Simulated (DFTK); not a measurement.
# TiC: energy against volume and a worked fit

Symmetry: Fm-3m, No. 225, cubic system. The conventional cell has a = 4.331 Å, b = 4.331 Å, c = 4.331 Å, α = 90.00°, β = 90.00°, γ = 90.00°. Around Ti (site symmetry m-3m) lie 6 C at 2.17 Å. C (site symmetry m-3m) has 6 Ti at 2.17 Å as nearest neighbours.

The cell is a database's computed one, not the measured one.

The cell was scaled at fixed shape and fractions and run with DFTK, PseudoDojo 0.4 stringent (PBEsol), cutoff 1143 eV; PBEsol, k mesh 7 × 7 × 7 on the cell of 2 atoms, fermi-dirac occupations of 0.05 eV, no spin polarisation, no spin-orbit coupling. Energies are those that the program minimises, any entropy of the smearing included. For a metal such a mesh isn't converged to the digits shown.

| V (Å³/atom) | energy over the lowest row (meV/atom) |
| --- | --- |
| 9.5485 | 11.07 |
| 9.7516 | 1.79 |
| 9.9548 | 0.00 |
| 10.1580 | 4.99 |
| 10.3611 | 16.09 |
| 10.5643 | ? |
| 10.7674 | 54.31 |

Q: Fit the third-order Birch-Murnaghan form, give V0, B0 and B′, and predict the energy left open.

A: With y = (V0/V)^(2/3), E = E0 + (9 V0 B0/16) [(y - 1)³ B′ + (y - 1)² (6 - 4y)]. Least squares through the rows shown give V0 = 9.9039 Å³/atom, E0 = -0.21 meV, B0 = 266.8 GPa (1 eV/Å³ = 160.218 GPa) and B′ = 4.00, with a largest miss of 0.01 meV. At V = 10.5643 the form with these constants gives 32.71 meV; the run gave 32.71 meV an atom. Measured volume: 10.09 Å³/atom at 300 K (pmc:8230697, doi:10.3390/ma14123222), so the fit lies -1.8 % from it. The runs are for a static lattice.
